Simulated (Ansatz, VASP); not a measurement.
# One calculation of CdS (Greenockite), two programs

```
CELL_PARAMETERS angstrom
4.03644 0.00000 0.00000
-2.01822 3.49566 0.00000
0.00000 0.00000 6.57736
ATOMIC_POSITIONS crystal
Cd 0.33333 0.66667 0.99949
Cd 0.66667 0.33333 0.49949
S 0.33333 0.66667 0.37551
S 0.66667 0.33333 0.87551
```

Alike in both runs: functional LDA; k mesh 6 × 6 × 4; no spin polarisation.

Ansatz relaxed the structure, and its values are those at the end. VASP's run is a single point on that final structure, the one shown.

```csv
,VASP,Ansatz
version,VASP 6.6.1,Ansatz 0.2.0
potentials or method,"VASP PAW LDA potentials, release 64 (Cd, S)","PAW with Ansatz's default frozen-core files, scalar-relativistic"
plane-wave cutoff (eV),520,420
occupations,"gaussian, width 0.01 eV",fixed
valence electrons in the cell,36,52
```

VASP gave:

* pressure (GPa): 2.6

Task: What did Ansatz give for the same quantities?

Result: Pressure (GPa): 2.0.

The two sets of potentials don't hold the same shells in valence.
